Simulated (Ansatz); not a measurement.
## Si (P6/mmm), symmetry broken, then relaxed

The calculation used DFT r2SCAN, scalar-relativistic, plane waves, PAW (Ansatz 0.2.0). The runs took a 500 eV cutoff, a Γ-centred 12×12×8 mesh and Gaussian smearing (0.15 eV). No spin polarisation. Energies are free energies at this smearing, counted from the undisturbed cell; pressure is positive in compression.

The starting cell (relaxed at this level; this form isn't the usual structure):

```yaml
crystal:
  lattice:
    - [2.62900, 0.00000, 0.00000]
    - [-1.31450, 2.27678, 0.00000]
    - [0.00000, 0.00000, 4.98760]
  atoms:
    - { symbol: Si, position: [0.00000, 0.00000, 0.00000] }
    - { symbol: Si, position: [0.00000, 0.00000, 0.50000] }
```

The atoms are displaced (Å, in the unstrained cell):

```csv
atom,ux,uy,uz
Si1,0.032,0.002,0.004
Si2,-0.032,-0.002,-0.004
```

Cell and atoms are then relaxed.

Task: Does the relaxation return to the undisturbed structure?

Result: Yes (up to a choice of domain or origin): same space group and volume, and an energy -0.1 meV/atom from it. The disturbance itself cost 1.3 meV/atom. The final space group reads P6/mmm (tolerance 0.05 Å) and the volume changes by 0.00 %.

Final structure:

```
CELL_PARAMETERS angstrom
2.62577 0.00000 -0.00011
-1.31289 2.27398 0.00005
-0.00020 -0.00001 4.99964
ATOMIC_POSITIONS crystal
Si 0.99999 0.00000 0.00000
Si 0.00001 0.00000 0.50000
```

The relaxation, step by step (energy from the first step; small jumps at an unchanged geometry come where the plane waves are selected anew for the new cell):

| step | ΔE (meV/atom) | largest force component (eV/Å) | pressure (GPa) |
| --- | --- | --- | --- |
| 1 | 0.0 | 0.074 | 0.03 |
| 2 | -1.4 | 0.028 | -0.06 |
| 3 | -1.4 | 0.003 | 0.13 |
| 4 | -1.4 | 0.000 | -0.01 |
| 5 | -1.4 | 0.000 | -0.01 |